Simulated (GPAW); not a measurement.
# linear Ru chain, spacing 2.823 A: cost and accuracy of the plane-wave cutoff, part 2 of 2

Two starts of linear Ru chain, spacing 2.823 A are run at each rung of the plane-wave cutoff. Which rung is enough?

GPAW 26.7.0; PBE; plane waves with GPAW's PAW setups, scalar-relativistic.

So far, largest spin moment in the augmentation sphere (μB): step 2 (rung 1 (250 eV), start ferro +) 2.65; step 5 (rung 2 (325 eV), start antiferro q=(0,0,1/2) +-) 2.17; step 6 (rung 3 (400 eV), start ferro +) 2.68; step 7 (rung 3 (400 eV), start antiferro q=(0,0,1/2) +-) 2.18; step 8 (rung 4 (500 eV), start ferro +) 2.68.

**9. Rung 4 (500 eV), start antiferro q=(0,0,1/2) +-**

order2.py reads:

```python
import json
import numpy as np
from ase import Atoms
from ase.parallel import paropen, parprint
from gpaw import GPAW

atoms = Atoms(['Ru', 'Ru'],
    cell=[[12.0, 0.0, 0.0],
         [0.0, 12.0, 0.0],
         [0.0, 0.0, 5.646]],
    scaled_positions=[[0.5, 0.5, 0.0],
         [0.5, 0.5, 0.5]],
    pbc=True,
    magmoms=[1.5, -1.5])
atoms.calc = GPAW(mode={'name': 'pw', 'ecut': 500},
    xc='PBE',
    kpts={'size': (1, 1, 5), 'gamma': True},
    occupations={'name': 'fermi-dirac', 'width': 0.1},
    convergence={'density': 1e-05, 'energy': 1e-05},
    maxiter=200,
    symmetry={'tolerance': 1e-4},
    txt='order2.txt')
e = atoms.get_potential_energy(force_consistent=True)
res = {'free_energy': e, 'energy_sigma0': atoms.get_potential_energy(), 'fermi_energy': atoms.calc.get_fermi_level()}
res['moments'] = atoms.get_magnetic_moments().tolist()
res['total'] = atoms.get_magnetic_moment()
parprint('site moments (muB):', np.round(res['moments'], 3))
parprint(f"total moment: {res['total']:.3f} muB")
parprint(f'free energy: {e:.6f} eV')
atoms.calc.write('order2.gpw')
with paropen('results.json', 'w') as f:
    json.dump(res, f)
```

The run is started by

```bash
> OMP_NUM_THREADS=1 python3 order2.py > order2.log
```

Log:

```text
site moments (muB): [ 2.181 -2.181]
total moment: -0.000 muB
free energy: -8.577331 eV

--- order2.txt ---
Input parameters:
  mode=PW(ecut=500),
  convergence={'density': 1e-05, 'energy': 1e-05},
  kpts=MonkhorstPack(size=(1, 1, 5), gamma=True),
  maxiter=200,
  occupations=Occupations(name='fermi-dirac', width=0.1),
  symmetry=Symmetry(tolerance=0.0001),
  xc=XC(name='PBE')

Diagonalizing LCAO Hamiltonian
[...]
|          9 |        -5.938 |     1.000 |        -5.938 |     1.000 |
[...]
|         19 |        -1.369 |     0.000 |        -1.369 |     0.000 |
|         20 |        -1.369 |     0.000 |        -1.369 |     0.000 |
|         21 |        -0.436 |     0.000 |        -0.436 |     0.000 |
|        ... |               |           |               |           |
|         23 |         0.978 |     0.000 |         0.978 |     0.000 |

No gap
No difference between direct/indirect transitions


[key lines of the parts left out:]
Free energy:      -8.577331
Converged in 22 steps
dipole moment: (0.000002, 0.000002, -19.378510)  # |e|*Ang
Fermi level: -3.800
```

It took 47 s on 1 MPI rank of AMD EPYC 9B45 (Zen 5), shared host; peak memory 0.52 GiB.

This step gave:

| Quantity | Value |
| --- | --- |
| magnetization | 0 μB |
| final state | antiferromagnetic |
| largest moment | 2.181 μB |

This start lies +161.9 meV a seeded atom from the first, a change of +0.4 meV since rung 3; its largest moment is 2.18 μB.

**10. Rung 5 (650 eV), start ferro +**

order1.py reads:

```python
import json
import numpy as np
from ase import Atoms
from ase.parallel import paropen, parprint
from gpaw import GPAW

atoms = Atoms(['Ru'],
    cell=[[12.0, 0.0, 0.0],
         [0.0, 12.0, 0.0],
         [0.0, 0.0, 2.823]],
    scaled_positions=[[0.5, 0.5, 0.0]],
    pbc=True,
    magmoms=[1.5])
atoms.calc = GPAW(mode={'name': 'pw', 'ecut': 650},
    xc='PBE',
    kpts={'size': (1, 1, 10), 'gamma': True},
    occupations={'name': 'fermi-dirac', 'width': 0.1},
    convergence={'density': 1e-05, 'energy': 1e-05},
    maxiter=200,
    symmetry={'tolerance': 1e-4},
    txt='order1.txt')
e = atoms.get_potential_energy(force_consistent=True)
res = {'free_energy': e, 'energy_sigma0': atoms.get_potential_energy(), 'fermi_energy': atoms.calc.get_fermi_level()}
res['moments'] = atoms.get_magnetic_moments().tolist()
res['total'] = atoms.get_magnetic_moment()
parprint('site moments (muB):', np.round(res['moments'], 3))
parprint(f"total moment: {res['total']:.3f} muB")
parprint(f'free energy: {e:.6f} eV')
atoms.calc.write('order1.gpw')
with paropen('results.json', 'w') as f:
    json.dump(res, f)
```

The run is started by

```bash
> OMP_NUM_THREADS=1 python3 order1.py > order1.log
```

Log:

```text
site moments (muB): [2.68]
total moment: 3.338 muB
free energy: -4.465465 eV

--- order1.txt ---
Input parameters:
  mode=PW(ecut=650),
  convergence={'density': 1e-05, 'energy': 1e-05},
  kpts=MonkhorstPack(size=(1, 1, 10), gamma=True),
  maxiter=200,
  occupations=Occupations(name='fermi-dirac', width=0.1),
  symmetry=Symmetry(tolerance=0.0001),
  xc=XC(name='PBE')

Diagonalizing LCAO Hamiltonian
[...]
|          3 |       -46.537 |     1.000 |       -44.683 |     1.000 |
|          4 |        -7.403 |     1.000 |        -6.185 |     1.000 |
[...]
|          9 |        -4.396 |     0.999 |        -2.518 |     0.000 |
|         10 |        -1.688 |     0.000 |        -0.950 |     0.000 |
|         11 |        -1.688 |     0.000 |        -0.950 |     0.000 |
|         12 |         0.244 |     0.000 |         0.386 |     0.000 |

No gap
No difference between direct/indirect transitions


[key lines of the parts left out:]
Free energy:      -4.465465
Converged in 21 steps
dipole moment: (0.000001, 0.000001, -9.680595)  # |e|*Ang
Fermi level: -3.711
```

It took 31 s on 1 MPI rank; peak memory 0.43 GiB.

Numbers from this step:

| Quantity | Value |
| --- | --- |
| magnetization | 3.338 μB |
| final state | ferromagnetic |
| largest moment | 2.680 μB |

The largest moment is that of rung 4, at 1.5 times its CPU time.

**11. Rung 5 (650 eV), start antiferro q=(0,0,1/2) +-**

order2.py is the script of step 9 with these lines changed:

```diff
@@ -14,3 +14,3 @@
     magmoms=[1.5, -1.5])
-atoms.calc = GPAW(mode={'name': 'pw', 'ecut': 500},
+atoms.calc = GPAW(mode={'name': 'pw', 'ecut': 650},
     xc='PBE',
```

The run is started by

```bash
> OMP_NUM_THREADS=1 python3 order2.py > order2.log
```

Log:

```text
site moments (muB): [ 2.182 -2.182]
total moment: 0.000 muB
free energy: -8.607282 eV

--- order2.txt ---
Input parameters:
  mode=PW(ecut=650),
  convergence={'density': 1e-05, 'energy': 1e-05},
  kpts=MonkhorstPack(size=(1, 1, 5), gamma=True),
  maxiter=200,
  occupations=Occupations(name='fermi-dirac', width=0.1),
  symmetry=Symmetry(tolerance=0.0001),
  xc=XC(name='PBE')

Diagonalizing LCAO Hamiltonian
[...]
|          9 |        -5.938 |     1.000 |        -5.938 |     1.000 |
[...]
|         19 |        -1.369 |     0.000 |        -1.369 |     0.000 |
|         20 |        -1.369 |     0.000 |        -1.369 |     0.000 |
|         21 |        -0.437 |     0.000 |        -0.437 |     0.000 |
|        ... |               |           |               |           |
|         23 |         0.979 |     0.000 |         0.979 |     0.000 |

No gap
No difference between direct/indirect transitions


[key lines of the parts left out:]
Free energy:      -8.607282
Converged in 45 steps
dipole moment: (0.000002, 0.000002, -19.379838)  # |e|*Ang
Fermi level: -3.800
```

Run time: 2 min. Hardware: 1 MPI rank; peak memory 0.73 GiB.

This step gave:

```
magnetization  : 0 μB
final state    : antiferromagnetic
largest moment : 2.182 μB
```

This start lies +161.8 meV a seeded atom from the first, a change of -0.1 meV since rung 4; its largest moment is 2.18 μB.

**12. Rung 6 (800 eV), start ferro +**

order1.py is the script of step 10 with these lines changed:

```diff
@@ -13,3 +13,3 @@
     magmoms=[1.5])
-atoms.calc = GPAW(mode={'name': 'pw', 'ecut': 650},
+atoms.calc = GPAW(mode={'name': 'pw', 'ecut': 800},
     xc='PBE',
```

The run is started by

```bash
> OMP_NUM_THREADS=1 python3 order1.py > order1.log
```

Log:

```text
site moments (muB): [2.68]
total moment: 3.339 muB
free energy: -4.466790 eV

--- order1.txt ---
Input parameters:
  mode=PW(ecut=800),
  convergence={'density': 1e-05, 'energy': 1e-05},
  kpts=MonkhorstPack(size=(1, 1, 10), gamma=True),
  maxiter=200,
  occupations=Occupations(name='fermi-dirac', width=0.1),
  symmetry=Symmetry(tolerance=0.0001),
  xc=XC(name='PBE')

Diagonalizing LCAO Hamiltonian
[...]
|          3 |       -46.537 |     1.000 |       -44.683 |     1.000 |
|          4 |        -7.403 |     1.000 |        -6.185 |     1.000 |
[...]
|          9 |        -4.396 |     0.999 |        -2.518 |     0.000 |
|         10 |        -1.688 |     0.000 |        -0.950 |     0.000 |
|         11 |        -1.688 |     0.000 |        -0.950 |     0.000 |
|         12 |         0.243 |     0.000 |         0.386 |     0.000 |

No gap
No difference between direct/indirect transitions


[key lines of the parts left out:]
Free energy:      -4.466790
Converged in 22 steps
dipole moment: (0.000001, 0.000001, -9.680647)  # |e|*Ang
Fermi level: -3.711
```

Elapsed: 40 s, on 1 MPI rank; peak memory 0.54 GiB.

Numbers from this step:

- magnetization: 3.339 μB
- final state: ferromagnetic
- largest moment: 2.680 μB

The largest moment is that of rung 5, at 1.3 times its CPU time.

**13. Rung 6 (800 eV), start antiferro q=(0,0,1/2) +-**

order2.py is the script of step 11 with these lines changed:

```diff
@@ -14,3 +14,3 @@
     magmoms=[1.5, -1.5])
-atoms.calc = GPAW(mode={'name': 'pw', 'ecut': 650},
+atoms.calc = GPAW(mode={'name': 'pw', 'ecut': 800},
     xc='PBE',
```

The run is started by

```bash
> OMP_NUM_THREADS=1 python3 order2.py > order2.log
```

Log:

```text
site moments (muB): [ 2.182 -2.182]
total moment: -0.000 muB
free energy: -8.609948 eV

--- order2.txt ---
Input parameters:
  mode=PW(ecut=800),
  convergence={'density': 1e-05, 'energy': 1e-05},
  kpts=MonkhorstPack(size=(1, 1, 5), gamma=True),
  maxiter=200,
  occupations=Occupations(name='fermi-dirac', width=0.1),
  symmetry=Symmetry(tolerance=0.0001),
  xc=XC(name='PBE')

Diagonalizing LCAO Hamiltonian
[...]
|          9 |        -5.938 |     1.000 |        -5.938 |     1.000 |
[...]
|         19 |        -1.369 |     0.000 |        -1.369 |     0.000 |
|         20 |        -1.369 |     0.000 |        -1.369 |     0.000 |
|         21 |        -0.437 |     0.000 |        -0.437 |     0.000 |
|        ... |               |           |               |           |
|         23 |         0.978 |     0.000 |         0.978 |     0.000 |

No gap
No difference between direct/indirect transitions


[key lines of the parts left out:]
Free energy:      -8.609948
Converged in 35 steps
dipole moment: (0.000002, 0.000002, -19.379937)  # |e|*Ang
Fermi level: -3.800
```

The job ended after 2.3 min (1 MPI rank; peak memory 0.97 GiB).

Read from the output:

| Property | Result |
| --- | --- |
| magnetization | 0 μB |
| final state | antiferromagnetic |
| largest moment | 2.182 μB |

This start lies +161.8 meV a seeded atom from the first, a change of -0.0 meV since rung 5; its largest moment is 2.18 μB.

**14. Side by side**

Ladder, by row:

```tsv
rung	cutoff (eV)	state from the first start	state from the second start	second less first (meV a seeded atom)	moment, first (μB)	moment, second (μB)	CPU time (s)
1	250	ferromagnetic	antiferromagnetic	154.9	2.655	2.15	44.49
2	325	ferromagnetic	antiferromagnetic	161.1	2.672	2.172	66.89
3	400	ferromagnetic	antiferromagnetic	161.5	2.678	2.179	73.44
4	500	ferromagnetic	antiferromagnetic	161.9	2.679	2.181	67.47
5	650	ferromagnetic	antiferromagnetic	161.8	2.68	2.182	153.5
6	800	ferromagnetic	antiferromagnetic	161.8	2.68	2.182	180.6
```

**15. What came out**

```yaml
range_of_the_moment_in_the_table_first_start: 2.65 to 2.68 μB
range_of_cpu_time: 44 s to 3 min
range_of_the_energy_difference: 155 to 162 meV a seeded atom
first_rung_from_which_all_stay_within_8p1_mev_of_the_last: 1
```

In words: From rung 1 on the result stays within 6.9 meV of the last rung, inside the margin of 8.1 meV set for it, at 25 % of the last rung's cost. The first start ends lower on every rung of the table; whether functional and cell give the true order is another question.

[Logs and program files are shortened in this print: banners, set-up blocks, solver, clock and traceback lines can be left out without a mark of their own.]

[Logs are printed without paths, hosts, clocks, repeated set-up lines and the standing remarks that a program may print on its own settings, such as how far it seeks lower states.]

[Hosts, paths, dates, database ids (printed as entryN), source tags and the programs' standing remarks are cut or masked in the printed files.]

[Where a cell is said to come from a database of computed structures, the database is the Materials Project.]
